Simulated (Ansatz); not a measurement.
# HgTe: band gap under strain

How does strain move the band edges of the published phase of HgTe, and do the functionals agree on it? States: -1.6 % strain along x alone; -1.1 % equal strain in all directions.

Code: Ansatz 0.2.0. PAW datasets, plane waves. Spin-unpolarised throughout; all numbers are computed.

### Step 1. The system as given

The unstrained cell was relaxed with r2SCAN; in each strained cell the atoms were relaxed again with r2SCAN. Names of k-points are those of the unstrained zone, where strain can split equivalent points. First state: -1.6 % strain along x alone.

The symmetry is I-4m2 (No. 119, tetragonal); a = 4.652 Å, c = 6.472 Å in the conventional setting, 35.01 Å³ an atom. Near Hg stand 4 Te at 2.83 Å; near Te stand 4 Hg at 2.83 Å.

As a file:

```
Hg Te
1.0
     0.00000    3.28920    3.28920
     3.23624    0.00000    3.28920
     3.23624    3.28920    0.00000
Hg Te
1 1
Direct
  0.00000 0.00000 0.00000
  0.25000 0.25000 0.25000
```

### Step 2. -1.6 % strain along x alone: PBE

Input file input.yaml:

```yaml
crystal:
  lattice:
    - [0.0, 3.2891972812, 3.2891972812]
    - [3.236241205, 0.0, 3.2891972812]
    - [3.236241205, 3.2891972812, 0.0]
  atoms:
    - { symbol: Hg, position: [0.0, 0.0, 0.0] }
    - { symbol: Te, position: [0.25, 0.25, 0.25] }
kpoints:
  mp_grid: { grid: [6, 6, 6] }
  band_path:
    path:
      - [0.0, 0.0, 0.0]
      - [-0.5, -0.5, 0.0]
      - [-0.375, -0.375, 0.25]
      - [-0.375, 0.0, 0.375]
      - [0.0, 0.0, 0.5]
      - [-0.5, -0.25, 0.25]
      - [-0.015625, -0.015625, 0.0]
    npoints: 1
hamiltonian:
  xc: pbe
scf:
  occupations: { method: fermi_dirac, width: 0.02 }
  n_extra_bands: 4
output:
  forces: true
  stress: true
  eigenvalues: true
```

The run is started by

```bash
> ansatz run input.yaml --threads 4 --pin off --max-ram 5529MiB --backend cpu --events-out ev --progress --plain --runs-dir out
```

After this run come: -1.6 % strain along x alone: r2SCAN; -1.6 % strain along x alone: HSE06; -1.1 % equal strain in all directions: PBE; -1.1 % equal strain in all directions: r2SCAN; -1.1 % equal strain in all directions: HSE06.

Q: Predict the outcome of this session.

**Answer**, as computed:

Least gap in eV (negative: overlap):

| state | PBE | r2SCAN | HSE06 |
| --- | --- | --- | --- |
| -1.6 % strain along x alone | 0.00 | 0.01 | 0.01 |
| -1.1 % equal strain in all directions | 0.00 | 0.00 | 0.00 |

In words: Spin-orbit coupling is left out of the table, though the cell holds Hg (Z = 80); in an element this heavy it can shift bands and gaps by tenths of an eV.
